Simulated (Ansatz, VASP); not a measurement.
## Sb in VASP and in Ansatz

```xyz
1
Lattice="0.0000 2.2227 2.2227 2.2227 0.0000 2.2227 2.2227 2.2227 0.0000" Properties=species:S:1:pos:R:3 pbc="T T T"
Sb    0.0000    0.0000    0.0000
```

Alike in both runs: functional PBE; k mesh 15 × 15 × 15; occupations fermi-dirac, width 0.08 eV; no spin polarisation.

Ansatz relaxed the structure, and its values are those at the end. VASP's run is a single point on that final structure, the one shown.

|  | VASP | Ansatz |
| --- | --- | --- |
| version | VASP 6.6.1 | Ansatz 0.2.0 |
| potentials or method | VASP PAW PBE potentials, release 64 (Sb) | PAW with Ansatz's default frozen-core files, scalar-relativistic |
| plane-wave cutoff (eV) | 520 | 420 |
| valence electrons in the cell | 5 | 15 |

|  | VASP | Ansatz | Ansatz less VASP |
| --- | --- | --- | --- |
| pressure (GPa) | 22.0 | 22.0 | +0.03 |

The two sets of potentials don't hold the same shells in valence.

Caveats: so large a pressure means that the cell lies far from this level's equilibrium, or that cutoff or potentials fall short (VASP). The runs have no spin-orbit coupling, so splittings on Sb are missing.
